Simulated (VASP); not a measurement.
# Si2W (I4/mmm) in VASP: further runs

Runs on Si2W. Level: LDA. Tasks: relaxation of cell and atoms.

Program: VASP 6.6.1. These are calculated values, not measurements. Logs are shortened: lines on timing, memory, paths and dates and some standing lists are left out, and cuts for length are marked.

## 1. The structure

The structure is tetragonal, space group I4/mmm (No. 139). The conventional cell has a = 3.214 Å, b = 3.214 Å, c = 7.830 Å, α = 90.00°, β = 90.00°, γ = 90.00°. Si (site symmetry 4mm) has 5 Si at 2.59 to 2.63 Å and 5 W at 2.62 Å as nearest neighbours. Around W (site symmetry 4/mmm) lie 10 Si at 2.62 Å.

## 2. Relaxation of cell and atoms, LDA

File INCAR:

```
SYSTEM = Si2W
PREC     = Accurate       ! precision mode
ENCUT    = 520            ! plane-wave cutoff, eV
EDIFF    = 1E-7           ! SCF threshold, eV
ISMEAR   = 0              ! smearing method
SIGMA    = 0.1            ! smearing width, eV
LREAL    = .False.        ! projectors in reciprocal space
LASPH    = .True.         ! aspherical terms in the spheres
NELM     = 60             ! most SCF steps
ALGO     = Normal         ! electronic algorithm
ISIF     = 3              ! what is computed and relaxed
LWAVE    = .False.        ! write WAVECAR
LCHARG   = .False.        ! write CHGCAR
GGA      = CA             ! functional
IBRION   = 2              ! ionic algorithm
NSW      = 80             ! ionic steps
EDIFFG   = -0.002         ! ionic threshold
```

File KPOINTS:

```
Automatic mesh
0
Gamma
  18 18 18
  0 0 0
```

File POSCAR:

```
Si2W
1.0
   -1.6069000000      1.6069000000      3.9149500000
    1.6069000000     -1.6069000000      3.9149500000
    1.6069000000      1.6069000000     -3.9149500000
Si W
2 1
Direct
    0.3347000000      0.3347000000      0.0000000000
    0.6653000000      0.6653000000      0.0000000000
    0.0000000000      0.0000000000      0.0000000000
```

Potentials or basis: VASP PAW LDA potentials, release 64 (Si, W_sv).

Run with:

```console
cat potpaw_LDA.64/Si/POTCAR potpaw_LDA.64/W_sv/POTCAR > POTCAR
mpirun -np 1 vasp_std > vasp.out
```

OUTCAR:

```text
SYSTEM = Si2W
   PREC = Accurate
   ENCUT = 520
   EDIFF = 1E-7
   ISMEAR = 0
   LREAL = .False.
   LASPH = .True.
   NELM = 60
   ISIF = 3
   GGA = CA
   IBRION = 2
   NSW = 80
   EDIFFG = -0.002

 ion  position               nearest neighbor table
   1  0.335  0.335  0.000-   2 2.59   3 2.62   3 2.62   3 2.62   3 2.62   3 2.62   2 2.63   2 2.63
                             2 2.63   2 2.63
   2  0.665  0.665  0.000-   1 2.59   3 2.62   3 2.62   3 2.62   3 2.62   3 2.62   1 2.63   1 2.63
                             1 2.63   1 2.63
   3  0.000  0.000  0.000-   2 2.62   2 2.62   2 2.62   1 2.62   2 2.62   1 2.62   1 2.62   1 2.62
                             1 2.62   2 2.62

  LATTYP: Found a body centered tetragonal cell.
 ALAT       =     3.2138000000
 C/A-ratio  =     2.4363370465

  Lattice vectors:

 A1 = (  -1.6069000000,   1.6069000000,   3.9149500000)
 A2 = (   1.6069000000,  -1.6069000000,   3.9149500000)
 A3 = (   1.6069000000,   1.6069000000,  -3.9149500000)

Analysis of symmetry for initial positions (statically):
=====================================================================
 Subroutine PRICEL returns:
 Original cell was already a primitive cell.

 Routine SETGRP: Setting up the symmetry group for a
 body centered tetragonal supercell.

 Subroutine GETGRP returns: Found 16 space group operations
 (whereof 16 operations were pure point group operations)
 out of a pool of 16 trial point group operations.

The static configuration has the point symmetry D_4h.

Analysis of symmetry for dynamics (positions and initial velocities):
=====================================================================
 Subroutine PRICEL returns:
 Original cell was already a primitive cell.

 Routine SETGRP: Setting up the symmetry group for a
 body centered tetragonal supercell.

 Subroutine GETGRP returns: Found 16 space group operations
 (whereof 16 operations were pure point group operations)
 out of a pool of 16 trial point group operations.

The dynamic configuration has the point symmetry D_4h.

 Subroutine INISYM returns: Found 16 space group operations
 (whereof 16 operations are pure point group operations),
 and found     1 'primitive' translations

----------------------------------------------------------------------------------------

                                     Primitive cell

  volume of cell :      40.4356

  direct lattice vectors                    reciprocal lattice vectors
    -1.606900000  1.606900000  3.914950000     0.000000000  0.311158131  0.127715552
     1.606900000 -1.606900000  3.914950000     0.311158131  0.000000000  0.127715552
     1.606900000  1.606900000 -3.914950000     0.311158131  0.311158131  0.000000000

  length of vectors
     4.526708376  4.526708376  4.526708376     0.336348992  0.336348992  0.440044048

  position of ions in fractional coordinates (direct lattice)
     0.334700000  0.334700000  0.000000000
     0.665300000  0.665300000  0.000000000
     0.000000000  0.000000000  0.000000000

  ion indices of the primitive-cell ions
   primitive index   ion index
                 1           1
                 2           2
                 3           3

----------------------------------------------------------------------------------------

 KPOINTS: Automatic mesh

Automatic generation of k-mesh.
 Grid dimensions read from file:
 generate k-points for:   18   18   18

 Generating k-lattice:

  Cartesian coordinates                     Fractional coordinates (reciprocal lattice)
     0.000000000  0.017286563  0.007095308     0.055555556  0.000000000  0.000000000
     0.017286563  0.000000000  0.007095308     0.000000000  0.055555556  0.000000000
     0.017286563  0.017286563  0.000000000     0.000000000  0.000000000  0.055555556

  Length of vectors
     0.018686055  0.018686055  0.024446892

  Shift w.r.t. Gamma in fractional coordinates (k-lattice)
     0.000000000  0.000000000  0.000000000

 Subroutine IBZKPT returns following result:
 ===========================================

 Found    480 irreducible k-points:

 Following reciprocal coordinates:
            Coordinates               Weight
  0.000000  0.000000  0.000000      1.000000
  0.055556 -0.000000  0.000000      8.000000
  0.111111 -0.000000  0.000000      8.000000
  0.166667  0.000000  0.000000      8.000000
  0.222222  0.000000 -0.000000      8.000000
  0.277778  0.000000  0.000000      8.000000
[... 16 lines left out ...]
 -0.277778  0.055556  0.000000     16.000000
 -0.222222  0.055556  0.000000     16.000000
 [... further k-points ...]
   k-points           NKPTS =    480   k-points in BZ     NKDIM =    480   number of bands    NBANDS=     15
   number of dos      NEDOS =    301   number of ions     NIONS =      3
   total plane-waves  NPLWV =  46656
   dimension x,y,z NGX =    36 NGY =   36 NGZ =   36
   dimension x,y,z NGXF=    72 NGYF=   72 NGZF=   72
   ions per type =               2   1
   NGX,Y,Z   is equivalent  to a cutoff of  13.22, 13.22, 13.22 a.u.
   NGXF,Y,Z  is equivalent  to a cutoff of  26.44, 26.44, 26.44 a.u.
 SYSTEM =  Si2W
   PREC   = accura    normal or accurate (medium, high low for compatibility)
   ISTART =      0    job   : 0-new  1-cont  2-samecut
   ICHARG =      2    charge: 1-file 2-atom 10-const
   ISPIN  =      1    spin polarized calculation?
   LNONCOLLINEAR =      F non collinear calculations
   LSORBIT =      F    spin-orbit coupling
   LASPH  =      T    aspherical Exc in radial PAW
   ENCUT  =  520.0 eV  38.22 Ry    6.18 a.u.   8.42  8.42  8.42*2*pi/ulx,y,z
   NELM   =     60;   NELMIN=  2; NELMDL= -5     # of ELM steps
   EDIFF  = 0.1E-06   stopping-criterion for ELM
   LREAL  =      F    real-space projection
   EDIFFG = -.2E-02   stopping-criterion for IOM
   NSW    =     80    number of steps for IOM
   IBRION =      2    ionic relax: 0-MD 1-quasi-New 2-CG
   NFREE  =      1    steps in history (QN), initial steepest desc. (CG)
   ISIF   =      3    stress and relaxation
   ISYM   =      2    0-nonsym 1-usesym 2-fastsym
   POTIM  = 0.5000    time-step for ionic-motion
   TEBEG  =    0.0;   TEEND  =   0.0 temperature during run
   PSTRESS=    0.0 pullay stress
   NELECT =      22.0000    total number of electrons
   NUPDOWN=      -1.0000    fix difference up-down
   EMIN   =  10.00;   EMAX   =-10.00  energy-range for DOS
   EFERMI =   0.00;   METHOD = LEGACY
   ISMEAR =     0;   SIGMA  =   0.10  broadening in eV -4-tet -1-fermi 0-gaus
   EFERMI_NEDOS =   21; number of points for ismear=-14 and -15
   IALGO  =     38    algorithm
   IMIX   =      4    mixing-type and parameters
     AMIX     =   0.40;   BMIX     =  1.00
     AMIX_MAG =   1.60;   BMIX_MAG =  1.00
  volume/ion in A,a.u.               =      13.48        90.96
  Fermi-wavevector in a.u.,A,eV,Ry     =   1.336476  2.525573 24.302284  1.786167
  Thomas-Fermi vector in A             =   2.465099
   LORBIT       =      0    0 simple, 1 ext, 2 COOP (PROOUT), +10 PAW based schemes
   GGA     = CA    functional components
   LHFCALC =     F    Hartree Fock is set to
   AEXX    =    0.0000 exact exchange contribution
   IVDW    =     0    specifies the selected vdW correction
   LEPSILON=     F    determine dielectric tensor
   LRPA    =     F    only Hartree local field effects (RPA)
 conjugate gradient relaxation of ions
 non-spin polarized calculation
 Gauss-broadening in eV      SIGMA  =   0.10
  energy-cutoff  :      520.00
  volume of cell :       40.44
 maximum number of plane-waves:      1118
 NGX is ok and might be reduce to    36
   NGX = 17   NGY = 17   NGZ = 17

--------------------------------------- Ionic step        1  -------------------------------------------

 number of electron      21.9999999 magnetization

 Free energy of the ion-electron system (eV)
  ---------------------------------------------------
  ext. energy  EPLUGINS =         0.00000000
  ---------------------------------------------------
  free energy    TOTEN  =       -27.34349429 eV

  energy without entropy =      -27.34259636  energy(sigma->0) =      -27.34304532

------------------------ aborting loop because EDIFF is reached ----------------------------------------

  FORCE on cell =-STRESS in cart. coord.  units (eV):
  Direction    XX          YY          ZZ          XY          YZ          ZX
  --------------------------------------------------------------------------------------
  -------------------------------------------------------------------------------------
  Total       -1.2567991     -1.2567991     -1.2903489      0.0000000      0.0000000     -0.0000000
  in kB      -49.7980730    -49.7980730    -51.1274157      0.0000000      0.0000000     -0.0000000
  external PRESSURE =     -50.2411873 kB  Pullay stress =       0.0000000 kB
[... 92 lines left out ...]
  FREE ENERGIE OF THE ION-ELECTRON SYSTEM (eV)
  ---------------------------------------------------
  free  energy   TOTEN  =       -27.3573620546 eV

  energy  without entropy=      -27.3564908998  energy(sigma->0) =      -27.35692648

[... ionic steps 4 to 8 ...]

--------------------------------------- Ionic step        9  -------------------------------------------

 number of electron      21.9999999 magnetization

------------------------ aborting loop because EDIFF is reached ----------------------------------------

  FORCE on cell =-STRESS in cart. coord.  units (eV):
  Direction    XX          YY          ZZ          XY          YZ          ZX
  --------------------------------------------------------------------------------------
  -------------------------------------------------------------------------------------
  Total       -0.0055911     -0.0055911     -0.0130194      0.0000000      0.0000000      0.0000000
  in kB       -0.2264116     -0.2264116     -0.5272185      0.0000000      0.0000000      0.0000000
  external PRESSURE =      -0.3266806 kB  Pullay stress =       0.0000000 kB
[... 59 lines left out ...]
  energy  without entropy=      -27.3565942349  energy(sigma->0) =      -27.35703109

--------------------------------------- Ionic step       11  -------------------------------------------

 number of electron      21.9999999 magnetization

 Free energy of the ion-electron system (eV)
  ---------------------------------------------------
  ext. energy  EPLUGINS =         0.00000000
  ---------------------------------------------------
  free energy    TOTEN  =       -27.35746838 eV

  energy without entropy =      -27.35659486  energy(sigma->0) =      -27.35703162

 E-fermi :  12.2031     XC(G=0): -12.7505

 val. band max:       12.1793898809   @ k =  -0.3889   0.5000   0.3333
 cond. band min:      12.2623023493   @ k =  -0.4444   0.5000   0.2778
 fundamental gap:      0.0829124684
 Fermi energy:        12.2030928204

 k-point     1 :       0.0000    0.0000    0.0000
  band No.  band energies     occupation
      1     -61.1521      2.00000
      2     -25.6991      2.00000
      3     -25.6599      2.00000
      4     -25.6599      2.00000
      5      -1.9709      2.00000
      6       5.2456      2.00000
      7       8.5217      2.00000
      8       8.7519      2.00000
      9       9.3180      2.00000
     10       9.3180      2.00000
     11      12.8246      0.00000
     12      15.0892      0.00000
     13      15.1461      0.00000
     14      15.3833      0.00000
     15      15.3833      0.00000
[... 397 lines left out ...]
 k-point    24 :      -0.2222    0.0556    0.0000
  band No.  band energies     occupation
      1     -61.1482      2.00000
      2     -25.7607      2.00000
      3     -25.6899      2.00000
      4     -25.6579      2.00000
      5      -1.0445      2.00000
      6       5.4089      2.00000
      7       6.7599      2.00000
      8       8.5259      2.00000
      9       9.3132      2.00000
     10      10.0880      2.00000
     11      10.7580      2.00000
     12      13.8631      0.00000
     13      14.5321      0.00000
     14      16.6972      0.00000
     15      16.8316      0.00000

 [... further k-points ...]

------------------------ aborting loop because EDIFF is reached ----------------------------------------

  FORCE on cell =-STRESS in cart. coord.  units (eV):
  Direction    XX          YY          ZZ          XY          YZ          ZX
  --------------------------------------------------------------------------------------
  -------------------------------------------------------------------------------------
  Total       -0.0004457     -0.0004457      0.0013163      0.0000000     -0.0000000      0.0000000
  in kB       -0.0180525     -0.0180525      0.0533115      0.0000000     -0.0000000      0.0000000
  external PRESSURE =       0.0057355 kB  Pullay stress =       0.0000000 kB
[... 18 lines left out ...]
  FREE ENERGIE OF THE ION-ELECTRON SYSTEM (eV)
  ---------------------------------------------------
  free  energy   TOTEN  =       -27.3574683750 eV

  energy  without entropy=      -27.3565948574  energy(sigma->0) =      -27.35703162

 reached required accuracy - stopping structural energy minimisation
```

Wall time 19 min (1 thread of Intel Xeon 6975P-C (Granite Rapids), shared host); peak memory 0.41 GiB.

What came out:

- Free energy: -27.3575 eV
- Relaxed volume: 13.19 Å³/atom
- Relaxed cell: a = 4.496 Å, b = 4.496 Å, c = 4.496 Å, α = 138.46°, β = 138.46°, γ = 60.20°
- Space group after relaxing (to 0.05 Å): I4/mmm (No. 139)
- Energy gained by relaxing: 4.7 meV/atom
- Ionic steps: 11
- Pressure after relaxing: 0.0 GPa
- Band gap on the k mesh: none (metal or under the smearing width)

Step by step:
| step | energy change (eV) | largest force (eV/Å) | pressure (GPa) | volume (Å³) |
| --- | --- | --- | --- | --- |
| 1 | 0.0000 | 0.0539 | -5.02 | 40.44 |
| 2 | 0.0366 | 0.1830 | 10.67 | 38.01 |
| 3 | -0.0139 | 0.0226 | -0.08 | 39.58 |
| 4 | -0.0139 | 0.0241 | 0.02 | 39.57 |
| 5 | -0.0140 | 0.0027 | 0.04 | 39.55 |
| 6 | -0.0140 | 0.0091 | 0.03 | 39.56 |
| 7 | -0.0140 | 0.0089 | 0.03 | 39.56 |
| 8 | -0.0140 | 0.0001 | -0.05 | 39.57 |
| 9 | -0.0140 | 0.0021 | -0.03 | 39.57 |
| 10 | -0.0140 | 0.0017 | 0.02 | 39.56 |
| 11 | -0.0140 | 0.0001 | 0.00 | 39.56 |

Final structure:
```xyz
3
Lattice="-1.5946 1.5946 3.8898 1.5946 -1.5946 3.8898 1.5946 1.5946 -3.8898" Properties=species:S:1:pos:R:3 pbc="T T T"
Si    0.0000    0.0000    2.6036
Si    0.0000    0.0000    5.1760
W     0.0000    0.0000    0.0000
```

The run has no spin-orbit coupling, so splittings on W are missing. Zero-point motion and thermal expansion aren't in these numbers.

## 3. Relaxation of cell and atoms, LDA

This run uses another cell than the first one, of 13.19 Å³/atom, 0.978 times its volume.

INCAR is that of step 2.

KPOINTS is that of step 2.

File POSCAR:

```
Si2W                                    
1.0
   -1.5945518273      1.5945518273      3.8897663377
    1.5945518273     -1.5945518273      3.8897663377
    1.5945518273      1.5945518273     -3.8897663377
  Si              W             
     2     1
Direct
     0.3346695027186769    0.3346695027186769    0.0000000000000000
     0.6653304972813231    0.6653304972813231    0.0000000000000000
     0.0000000000000000    0.0000000000000000    0.0000000000000000
```

Potentials or basis: VASP PAW LDA potentials, release 64 (Si, W_sv).

Run with:

```console
cat potpaw_LDA.64/Si/POTCAR potpaw_LDA.64/W_sv/POTCAR > POTCAR
mpirun -np 1 vasp_std > vasp.out
```

Run time: 4.4 min. Hardware: 1 thread of Intel Xeon 6975P-C (Granite Rapids), shared host; peak memory 0.4 GiB.

The run converged. Its results:

* Free energy: -27.3572 eV
* Pressure after relaxing: 0.0 GPa
* Band gap on the k mesh: none (metal or under the smearing width)

Final structure:
```
CELL_PARAMETERS angstrom
-1.59455 1.59455 3.88977
1.59455 -1.59455 3.88977
1.59455 1.59455 -3.88977
ATOMIC_POSITIONS crystal
Si 0.33467 0.33467 0.00000
Si 0.66533 0.66533 0.00000
W 0.00000 0.00000 0.00000
```

Levels at points of the mesh, in eV from the Fermi level:
```
           k point  band 8  band 9  band 10  band 11  band 12  band 13  band 14  band 15
(0.00, 0.00, 0.00)   -3.45   -2.89    -2.89     0.62     2.89     2.94     3.18     3.18
(0.50, 0.00, 0.00)   -4.84   -2.85    -2.85    -0.46     2.74     2.84     4.00     4.55
(0.50, 0.50, 0.00)   -5.46   -5.06    -3.33    -1.66     2.89     3.01     3.19     3.97
(0.50, 0.50, 0.50)   -2.63   -0.79    -0.79    -0.53    -0.53     0.81     4.56     5.04
```

Caveat: the relaxation stopped at its first step, so nothing moved. Spin-orbit coupling is left out, which matters for the levels of W.
